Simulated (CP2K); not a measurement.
The system is SiO2.

```xyz
12
Lattice="6.8425 0.0000 0.0000 -4.8487 4.8280 0.0000 -0.9969 -2.4140 6.3244" Properties=species:S:1:pos:R:3 pbc="T T T"
Si    0.9969    2.4140    4.0870
Si   -2.7806    3.9740    0.0000
Si    4.7745    0.8540    0.0000
Si    0.0000    0.0000    2.2374
O    -4.6265    1.9106    5.0055
O     1.2191   -0.5034    1.3189
O     4.6265   -1.9106    5.0055
O    -1.2191    0.5034    1.3189
O    -0.4985   -1.2070    3.1622
O     3.4212    0.0000    0.0000
O    -2.4243    2.4140    0.0000
O     0.4985    1.2070    3.1622
```

The cell comes from a database or a generator and needn't be the stable form of this composition.

Base run:

| Quantity | Value |
| --- | --- |
| Program | CP2K 2026.2 |
| Functional | LDA |
| Potentials or basis | POTENTIAL_UZH Si GTH-PBE-q4, O GTH-PBE-q6; DZVP-MOLOPT-PBE-GTH basis |
| Density cutoff | 11565 eV |
| k mesh | 5 × 5 × 5 |
| Occupations | fermi-dirac, width 0.05 eV |
| Spin | no spin polarisation |

Its results: band gap on the k mesh 7.16 eV, indirect (least direct gap 7.16 eV); pressure 3.1 GPa; largest force 0.202 eV/Å.

Question: After a change of settings the same cell gave: band gap on the k mesh 7.50 eV, indirect (least direct gap 7.51 eV); pressure 3.9 GPa; largest force 0.256 eV/Å. Which change was it?
A. functional from LDA to PBE
B. functional from LDA to r2SCAN
C. functional from LDA to BEEF-vdW
D. functional from LDA to AM05

Answer: D.

AM05 binds less tightly than LDA, so the same cell stands under more pressure.

Caveats: the potentials were made for another functional, which shifts forces and pressure; an odd mesh through Γ misses points on the zone boundary, where band edges often lie; the basis of atomic orbitals isn't converged, which shifts pressures, moduli and gaps.
